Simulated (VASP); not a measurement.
# Sn2Ge (I4_1/amd) in VASP: single point with r2SCAN

Aim: the single point of Sn2Ge with r2SCAN.

Program: VASP 6.6.1. These are calculated values, not measurements. Logs are shortened: lines on timing, memory, paths and dates and some standing lists are left out, and cuts for length are marked.

**1. The crystal as given**

Symmetry: I4_1/amd, No. 141, tetragonal system. Conventional cell: a = 5.643 Å, b = 5.643 Å, c = 9.519 Å, α = 90.00°, β = 90.00°, γ = 90.00°. Sn (site symmetry 2mm) is surrounded by 3 Ge at 2.89 to 2.98 Å and 2 Sn at 3.06 Å. Ge (site symmetry -4m2) is surrounded by 6 Sn at 2.89 to 2.98 Å.

The cell was built by a generator and needn't be a form met in nature.

**2. Single point, r2SCAN**

File INCAR:

```
PREC = Accurate
ENCUT = 520
EDIFF = 1E-6
ISMEAR = 0
SIGMA = 0.1
LREAL = False
LASPH = True
NELM = 150
ALGO = Normal
ISIF = 2
LWAVE = False
LCHARG = False
METAGGA = R2SCAN
LMIXTAU = True
KPAR = 8
```

File KPOINTS:

```
Automatic mesh
0
Gamma
  8 8 8
```

File POSCAR:

```
Sn2Ge
1.0
   -2.8214100000      2.8214100000      4.7596700000
    2.8214100000     -2.8214100000      4.7596700000
    2.8214100000      2.8214100000     -4.7596700000
Sn Ge
4 2
Direct
    0.4365390000      0.9365390000      0.5000000000
    0.0634610000      0.5634610000      0.5000000000
    0.6865390000      0.6865390000      0.0000000000
    0.3134610000      0.3134610000      0.0000000000
    0.0000000000      0.0000000000      0.0000000000
    0.7500000000      0.2500000000      0.5000000000
```

Potentials or basis: VASP PAW PBE potentials, release 64 (Sn_d, Ge_d).

The run is started by

```bash
$ cat potpaw_PBE.64/Sn_d/POTCAR potpaw_PBE.64/Ge_d/POTCAR > POTCAR
$ mpirun -np 8 vasp_std > vasp.out
```

OUTCAR:

```text
PREC = Accurate
   ENCUT = 520
   EDIFF = 1E-6
   ISMEAR = 0
   LREAL = False
   LASPH = True
   NELM = 150
   ISIF = 2
   METAGGA = R2SCAN

 ion  position               nearest neighbor table
   1  0.437  0.937  0.500-   5 2.89   5 2.89   6 2.98   4 3.06   4 3.06   2 3.55   3 3.69   3 3.69
                             3 3.69   3 3.69
   2  0.063  0.563  0.500-   5 2.89   5 2.89   6 2.98   3 3.06   3 3.06   1 3.55   4 3.69   4 3.69
                             4 3.69   4 3.69
   3  0.687  0.687  0.000-   6 2.89   6 2.89   5 2.98   2 3.06   2 3.06   4 3.55   1 3.69   1 3.69
                             1 3.69   1 3.69
   4  0.313  0.313  0.000-   6 2.89   6 2.89   5 2.98   1 3.06   1 3.06   3 3.55   2 3.69   2 3.69
                             2 3.69   2 3.69
   5  0.000  0.000  0.000-   1 2.89   2 2.89   2 2.89   1 2.89   3 2.98   4 2.98
   6  0.750  0.250  0.500-   3 2.89   4 2.89   4 2.89   3 2.89   2 2.98   1 2.98

  LATTYP: Found a body centered tetragonal cell.
 ALAT       =     5.6428200000
 C/A-ratio  =     1.6869827498

  Lattice vectors:

 A1 = (  -2.8214100000,   2.8214100000,   4.7596700000)
 A2 = (   2.8214100000,  -2.8214100000,   4.7596700000)
 A3 = (   2.8214100000,   2.8214100000,  -4.7596700000)

Analysis of symmetry for initial positions (statically):
=====================================================================
 Subroutine PRICEL returns:
 Original cell was already a primitive cell.

 Routine SETGRP: Setting up the symmetry group for a
 body centered tetragonal supercell.

 Subroutine GETGRP returns: Found 16 space group operations
 (whereof  8 operations were pure point group operations)
 out of a pool of 16 trial point group operations.

The static configuration has the point symmetry D_2d.
 The point group associated with its full space group is D_4h.

Analysis of symmetry for dynamics (positions and initial velocities):
=====================================================================
 Subroutine PRICEL returns:
 Original cell was already a primitive cell.

 Routine SETGRP: Setting up the symmetry group for a
 body centered tetragonal supercell.

 Subroutine GETGRP returns: Found 16 space group operations
 (whereof  8 operations were pure point group operations)
 out of a pool of 16 trial point group operations.

The dynamic configuration has the point symmetry D_2d.
 The point group associated with its full space group is D_4h.

 Subroutine INISYM returns: Found 16 space group operations
 (whereof  8 operations are pure point group operations),
 and found     1 'primitive' translations

[... 109 lines left out ...]
   ISYM   =      2    0-nonsym 1-usesym 2-fastsym
   POTIM  = 0.5000    time-step for ionic-motion
   TEBEG  =    0.0;   TEEND  =   0.0 temperature during run
   PSTRESS=    0.0 pullay stress
   NELECT =      84.0000    total number of electrons
   NUPDOWN=      -1.0000    fix difference up-down
   EMIN   =  10.00;   EMAX   =-10.00  energy-range for DOS
   EFERMI =   0.00;   METHOD = LEGACY
   ISMEAR =     0;   SIGMA  =   0.10  broadening in eV -4-tet -1-fermi 0-gaus
   EFERMI_NEDOS =   21; number of points for ismear=-14 and -15
   IALGO  =     38    algorithm
   IMIX   =      4    mixing-type and parameters
     AMIX     =   0.40;   BMIX     =  1.00
     AMIX_MAG =   1.60;   BMIX_MAG =  1.00
  volume/ion in A,a.u.               =      25.26       170.46
  Fermi-wavevector in a.u.,A,eV,Ry     =   1.344760  2.541228 24.604504  1.808380
  Thomas-Fermi vector in A             =   2.472728
   LORBIT       =      0    0 simple, 1 ext, 2 COOP (PROOUT), +10 PAW based schemes
   METAGGA = R2SCAN    functional components
   LHFCALC =     F    Hartree Fock is set to
   AEXX    =    0.0000 exact exchange contribution
   IVDW    =     0    specifies the selected vdW correction
   LEPSILON=     F    determine dielectric tensor
   LRPA    =     F    only Hartree local field effects (RPA)
 non-spin polarized calculation
 Gauss-broadening in eV      SIGMA  =   0.10
  energy-cutoff  :      520.00
  volume of cell :      151.55
 maximum number of plane-waves:      4137
 NGX is ok and might be reduce to    48
   NGX = 23   NGY = 23   NGZ = 23

 number of electron      83.9999989 magnetization

 Free energy of the ion-electron system (eV)
  ---------------------------------------------------
  ext. energy  EPLUGINS =         0.00000000
  ---------------------------------------------------
  free energy    TOTEN  =      -125.46671892 eV

  energy without entropy =     -125.45437260  energy(sigma->0) =     -125.46054576

 E-fermi :   7.1592     XC(G=0): -11.2333

 val. band max:        7.1392452380   @ k =  -0.3750   0.2500  -0.0000
 cond. band min:       7.1625269175   @ k =  -0.3750   0.3750   0.1250
 fundamental gap:      0.0232816795
 Fermi energy:         7.1591600520

 k-point     1 :       0.0000    0.0000    0.0000
  band No.  band energies     occupation
      1     -18.1010      2.00000
      2     -18.0983      2.00000
      3     -18.0957      2.00000
      4     -18.0928      2.00000
      5     -18.0846      2.00000
      6     -18.0846      2.00000
[... 1261 lines left out ...]
     49      10.7249      0.00000
     50      11.3512      0.00000

 [... further k-points ...]

------------------------ aborting loop because EDIFF is reached ----------------------------------------

  FORCE on cell =-STRESS in cart. coord.  units (eV):
  Direction    XX          YY          ZZ          XY          YZ          ZX
  --------------------------------------------------------------------------------------
  -------------------------------------------------------------------------------------
  Total       -1.7135555     -1.7135555     -1.5693061      0.0000000      0.0000000      0.0000000
  in kB      -18.1150495    -18.1150495    -16.5900999      0.0000000      0.0000000      0.0000000
  external PRESSURE =     -17.6067330 kB  Pullay stress =       0.0000000 kB

 VOLUME and BASIS-vectors are now :
 -----------------------------------------------------------------------------
  energy-cutoff  :      520.00
  volume of cell :      151.55
      direct lattice vectors                 reciprocal lattice vectors
    -2.821410000  2.821410000  4.759670000     0.000000000  0.177216356  0.105049300
     2.821410000 -2.821410000  4.759670000     0.177216356  0.000000000  0.105049300
     2.821410000  2.821410000 -4.759670000     0.177216356  0.177216356  0.000000000

 POSITION                                       TOTAL-FORCE (eV/Angst)
 -----------------------------------------------------------------------------------
      2.82141      0.00000      4.15556         0.000000     -0.000000      0.031787
      2.82141      0.00000      0.60411         0.000000     -0.000000     -0.031787
      0.00000      0.00000      6.53540        -0.000000      0.000000      0.031787
      0.00000      0.00000      2.98394        -0.000000      0.000000     -0.031787
      0.00000      0.00000      0.00000        -0.000000     -0.000000      0.000000
      0.00000      2.82141      2.37983        -0.000000     -0.000000      0.000000
 -----------------------------------------------------------------------------------
    total drift:                               -0.000000     -0.000000      0.000000

  FREE ENERGIE OF THE ION-ELECTRON SYSTEM (eV)
  ---------------------------------------------------
  free  energy   TOTEN  =      -125.4667189213 eV

  energy  without entropy=     -125.4543726041  energy(sigma->0) =     -125.46054576
```

OSZICAR:

```text
N       E                     dE             d eps       ncg     rms          rms(c)
DAV:   1     0.833527354289E+03    0.83353E+03   -0.42554E+04  6526   0.357E+03
DAV:   2     0.596429995566E+02   -0.77388E+03   -0.75754E+03  5900   0.914E+02
DAV:   3    -0.121503305968E+03   -0.18115E+03   -0.17830E+03  6184   0.279E+02
[... 13 lines left out ...]
DAV:  17    -0.125466708147E+03    0.73586E-05   -0.85460E-06  5312   0.191E-02    0.320E-03
DAV:  18    -0.125466717171E+03   -0.90235E-05   -0.42939E-06  4684   0.108E-02    0.103E-03
DAV:  19    -0.125466714063E+03    0.31080E-05   -0.38642E-06  4620   0.156E-02    0.104E-03
DAV:  20    -0.125466718851E+03   -0.47884E-05   -0.18620E-06  4258   0.108E-02    0.396E-04
DAV:  21    -0.125466718921E+03   -0.70293E-07   -0.13139E-07  3130   0.271E-03
   1 F= -.12546672E+03 E0= -.12546055E+03  d E =-.123463E-01
```

stdout:

```text
POSCAR found type information on POSCAR SnGe
 POSCAR found :  2 types and       6 ions
 scaLAPACK will be used
 -----------------------------------------------------------------------------
|                                                                             |
|           W    W    AA    RRRRR   N    N  II  N    N   GGGG   !!!           |
|           W    W   A  A   R    R  NN   N  II  NN   N  G    G  !!!           |
|           W    W  A    A  R    R  N N  N  II  N N  N  G       !!!           |
[... 20 lines left out ...]
 -----------------------------------------------------------------------------

 LDA part: xc-table for (None), standard interpolation
 POSCAR, INCAR and KPOINTS ok, starting setup
 FFT: planning ... GRIDC
 FFT: planning ... GRID_SOFT
 FFT: planning ... GRID
 WAVECAR not read
 entering main loop
```

Wall time 8.1 min (8 MPI ranks of Intel Xeon Platinum 8259CL at 2.50GHz (Skylake/Cascade Lake), shared host); peak memory 0.61 GiB.

Results:

```
Free energy            : -125.4667 eV
Pressure               : -1.8 GPa
Largest force          : 0.032 eV/Å
Band gap on the k mesh : none (metal or under the smearing width)
```

Forces on the atoms (eV/Å):
```
Sn   0.000  0.000  0.032
Sn   0.000  0.000 -0.032
Sn   0.000  0.000  0.032
Sn   0.000  0.000 -0.032
Ge   0.000  0.000  0.000
Ge   0.000  0.000  0.000
```

Caveat: the PAW data sets were made with another functional, which shifts forces and pressure a little.
